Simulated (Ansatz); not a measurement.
Write the native input for Ansatz 0.2.0 that does the following.

| Property | Result |
| --- | --- |
| Task | band structure |
| Functional | LDA |
| Potentials or basis | all-electron LAPW, relativistic spinors |
| Cutoff | 279 eV (chosen from the basis error) |
| Basis error allowed | 0.001 eV/atom |
| k mesh | 6 × 6 × 6 |
| Occupations | fermi-dirac, width 0.05 eV |
| Spin | spin-orbit coupling, no magnetisation |

GaP:

```
Ga P
1.0
     0.00000    2.72525    2.72525
     2.72525    0.00000    2.72525
     2.72525    2.72525    0.00000
Ga P
1 1
Direct
  0.00000 0.00000 0.00000
  0.75000 0.75000 0.75000
```

These files were run (other wordings do the same):

input.yaml

```yaml
crystal:
  lattice:
    - [0.0, 2.72525, 2.72525]
    - [2.72525, 0.0, 2.72525]
    - [2.72525, 2.72525, 0.0]
  atoms:
    - { symbol: Ga, position: [0.0, 0.0, 0.0] }
    - { symbol: P, position: [0.75, 0.75, 0.75] }
kpoints:
  mp_grid: { grid: [6, 6, 6] }
  band_path:
    path:
      - [0.0, 0.0, 0.0]
      - [0.5, 0.0, 0.5]
      - [0.5, 0.25, 0.75]
      - [0.375, 0.375, 0.75]
      - [0.0, 0.0, 0.0]
      - [0.5, 0.5, 0.5]
      - [0.625, 0.25, 0.625]
      - [0.5, 0.25, 0.75]
    npoints: 8
scf:
  occupations: { method: fermi_dirac, width: 0.05 }
hamiltonian:
  xc: lda
  pseudopotentials: { kind: all_electron, lapw: { basis_error: 0.001 } }
magnetization:
  noncollinear: true
  spin_orbit: true
output:
  forces: true
  stress: true
  eigenvalues: true
```

Potentials or basis: all-electron LAPW, relativistic spinors.

Launch:

```sh
$ ansatz run input.yaml --threads 1 --pin off --max-ram 3072MiB --backend cpu --events-out ev --progress --plain --runs-dir out
```

Results of the run:

- Pressure: -2.7 GPa
- Band gap on the k mesh: 1.46 eV, indirect (least direct gap 1.57 eV)
- Band gap along the path: 1.41 eV, indirect (least direct gap 1.57 eV)

Wall time 24 s on 1 thread of AMD EPYC 9R45 96-Core Processor (Zen 5), with other jobs on the host, peak memory 0.41 GiB.
